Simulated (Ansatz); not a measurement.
Here is an Ansatz 0.2.0 calculation.

input.yaml

```yaml
crystal:
  lattice:
    - [4.12, 0.0, 0.0]
    - [-2.06, 3.5680246636, 0.0]
    - [0.0, 0.0, 5.47]
  atoms:
    - { symbol: Pt, position: [0.0, 0.0, 0.5] }
    - { symbol: Pt, position: [0.0, 0.0, 0.0] }
    - { symbol: Sb, position: [0.6666666667, 0.3333333333, 0.75] }
    - { symbol: Sb, position: [0.3333333333, 0.6666666667, 0.25] }
hamiltonian:
  xc: lda
  pseudopotentials: { kind: paw }
  hubbard: { sites: [{ species: Pt, l: d, u_eff: 3.0 }] }
kpoints:
  mp_grid: { grid: [8, 8, 5] }
scf:
  occupations: { method: fermi_dirac, width: 0.05 }
output:
  forces: true
  stress: true
  eigenvalues: true
relax:
  f_tol: 0.01
  max_steps: 40
  cell: { stress_tol: 0.05 }
```

Potentials or basis: Ansatz PAW.

The run is started by

```console
$ ansatz run input.yaml --threads 2 --pin off --max-ram 5632MiB --backend cpu --events-out ev --progress --plain --runs-dir out
```

Task: Estimate the band gap on the k mesh.

Result: None (metal or under the smearing width).

Task: Predict the relaxed cell.

Result: a = 4.125 Å, b = 4.125 Å, c = 5.493 Å, α = 90.00°, β = 90.00°, γ = 120.00°.

Task: Estimate the space group after relaxing (to 0.05 Å).

Result: P6_3/mmc (No. 194).

The path:
| step | energy change (eV) | largest force (eV/Å) | volume (Å³) |
| --- | --- | --- | --- |
| 1 | 0.0000 | 0.0000 | 80.41 |
| 2 | -0.0016 | 0.0000 | 80.95 |
| 3 | -0.0018 | 0.0000 | 80.95 |

Caveat: the plane-wave basis is chosen anew once the cell has moved, so the energies of steps on either side of that aren't comparable; U without spin polarisation on a metal has little footing; the PAW data sets come from PBE, with cores solved anew for the run's functional, which leaves a small shift of forces and pressure; the U is typed as a test and isn't derived for this compound. The run has no spin-orbit coupling, so splittings on Pt, Sb are missing.
